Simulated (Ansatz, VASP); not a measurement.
One calculation of Re, two programs

The input INCAR:

```
PREC = Accurate
ENCUT = 520
EDIFF = 1E-7
ISMEAR = 0
SIGMA = 0.1
LREAL = F
LASPH = T
NELM = 100
ALGO = Normal
ISIF = 2
LWAVE = F
LCHARG = F
GGA = PS
NBANDS = 10
```

File KPOINTS:

```
regular mesh
0
Gamma
  9 9 8
```

Contents of POSCAR:

```
Re
1.0
    2.6496832329      0.0000000000      0.0000000000
   -1.3248416165      2.2946929917      0.0000000000
    0.0000000000      0.0000000000      2.4757977708
Re
1
Direct
    0.0000000000      0.0000000000      0.0000000000
```

Input for Ansatz:

```yaml
crystal:
  lattice:
    - [2.6496832329, 0.0, 0.0]
    - [-1.3248416165, 2.2946929917, 0.0]
    - [0.0, 0.0, 2.4757977708]
  atoms:
    - { symbol: Re, position: [0.0, 0.0, 0.0] }
basis:
  ecutwfc: 420
kpoints:
  mp_grid: { grid: [9, 9, 8] }
hamiltonian:
  xc: pbesol
scf:
  occupations: { method: gaussian, width: 0.1 }
  lower_state_search: "off"
output:
  forces: true
  stress: true
  eigenvalues: true
```

Alike in both runs: task single point; functional PBEsol; k mesh 9 × 9 × 8; occupations gaussian, width 0.1 eV; no spin polarisation.

```csv
,VASP,Ansatz
version,VASP 6.6.1,Ansatz 0.2.0
potentials or method,"VASP PAW PBE potentials, release 64 (Re)","scalar-relativistic, plane waves, PAW"
plane-wave cutoff (eV),520,420
valence electrons in the cell,7,15
```

```csv
,VASP,Ansatz,Ansatz less VASP
gap on the k mesh at the Fermi level (eV),none,none,-
pressure (GPa),19.0,19.1,+0.12
largest component of the traceless stress (GPa),22.04,20.54,-1.494
```

A gap of «none» marks a metal or a gap that the smearing closes. The two sets of potentials don't hold the same shells in valence.

Caveats: so large a pressure means that the cell lies far from this level's equilibrium, or that cutoff or potentials fall short (VASP); the potentials were made for another functional, which shifts forces and pressure (VASP). The runs have no spin-orbit coupling, so splittings on Re are missing.
